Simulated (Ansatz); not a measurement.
# CdS (4H polytype type): independent-particle optics

How does CdS (4H polytype type) absorb light if electrons and holes don't interact? Plan: HSE06 for the gap; optics with PBE on 6×6×2; optics with PBE and scissors to the HSE06 gap on 6×6×2.

Method: plane waves, PAW; no local fields, no excitons, in Ansatz 0.2.0.

2 further runs of the same task are left out: 2 that didn't finish.

## Step 1: The starting structure

Symmetry: P6_3mc, No. 186, hexagonal system. Conventional cell: a = 4.161 Å, b = 4.161 Å, c = 13.554 Å, α = 90.00°, β = 90.00°, γ = 120.00°. Around Cd (site symmetry 3m) lie 4 S at 2.54 to 2.55 Å. Around Cd (site symmetry 3m) lie 4 S at 2.55 Å. Around S (site symmetry 3m) lie 4 Cd at 2.55 Å. Around S (site symmetry 3m) lie 4 Cd at 2.54 to 2.55 Å.

Coordinates:

```cif
data_structure
_symmetry_space_group_name_H-M 'P6_3mc'
_symmetry_Int_Tables_number 186
_cell_length_a 4.1606
_cell_length_b 4.1606
_cell_length_c 13.5542
_cell_angle_alpha 90.000
_cell_angle_beta 90.000
_cell_angle_gamma 120.000
_cell_volume 203.20
loop_
_atom_site_label
_atom_site_type_symbol
_atom_site_symmetry_multiplicity
_atom_site_Wyckoff_symbol
_atom_site_fract_x
_atom_site_fract_y
_atom_site_fract_z
_atom_site_occupancy
Cd1 Cd 2 a 0.00000 0.00000 0.99965 1
Cd2 Cd 2 b 0.33333 0.66667 0.24989 1
S1 S 2 a 0.00000 0.00000 0.18764 1
S2 S 2 b 0.33333 0.66667 0.43782 1
```

The cell was relaxed beforehand with r2SCAN; those runs aren't shown.

## Step 2: A hybrid for the gap

The input, input.yaml:

```yaml
crystal:
  lattice:
    - [4.1605991063, 0.0, 0.0]
    - [-2.0802995531, 3.603184521, 0.0]
    - [0.0, 0.0, 13.5541938596]
  atoms:
    - { symbol: Cd, position: [0.0, 0.0, -0.0003495472] }
    - { symbol: Cd, position: [0.3333333333, 0.6666666667, 0.2498897453] }
    - { symbol: Cd, position: [0.0, 0.0, 0.4996504528] }
    - { symbol: Cd, position: [0.6666666667, 0.3333333333, 0.7498897453] }
    - { symbol: S, position: [0.0, 0.0, 0.1876440827] }
    - { symbol: S, position: [0.3333333333, 0.6666666667, 0.4378157192] }
    - { symbol: S, position: [0.0, 0.0, 0.6876440827] }
    - { symbol: S, position: [0.6666666667, 0.3333333333, 0.9378157192] }
kpoints:
  mp_grid: { grid: [6, 6, 2] }
  band_path:
    path:
      - [0.0, 0.0, 0.0]
      - [0.5, 0.0, 0.0]
      - [0.3333333333, 0.3333333333, 0.0]
      - [0.0, 0.0, 0.5]
      - [0.5, 0.0, 0.5]
      - [0.3333333333, 0.3333333333, 0.5]
    npoints: 1
hamiltonian:
  xc: hse06
scf:
  occupations: { method: fixed }
  n_extra_bands: 6
output:
  forces: true
  stress: true
  eigenvalues: true
```

The run is started by

```bash
> ansatz run input.yaml --threads 4 --pin off --max-ram 5529MiB --backend cpu --events-out ev --progress --plain --runs-dir out
```

The runs that follow: Optics, PBE; Optics, PBE with a scissors shift.

**Question.** What will the summary of the whole plan be? Wanted: ε∞, PBE; tallest peak of ε₂, PBE; HSE06 direct gap.

**Answer**, as computed:

```
                                  quantity                     value
                                   ε∞, PBE  6.47 (xx, yy), 6.49 (zz)
                ε∞, PBE + 1.01 eV scissors  5.51 (xx, yy), 5.52 (zz)
                   tallest peak of ε₂, PBE            8.3 at 7.20 eV
tallest peak of ε₂, PBE + 1.01 eV scissors            8.3 at 8.20 eV
                          HSE06 direct gap                   2.15 eV
```

PBE + 1.01 eV scissors has the widest direct gap (2.15 eV) and PBE the narrowest (1.13 eV); ε∞ is 5.51 and 6.48 (mean of the axes): a wider gap screens less. The response is anisotropic: with PBE ε∞ is 6.47 (xx, yy), 6.49 (zz). Local fields and excitons are left out: both change ε∞, and without excitons the onset lacks its lines.
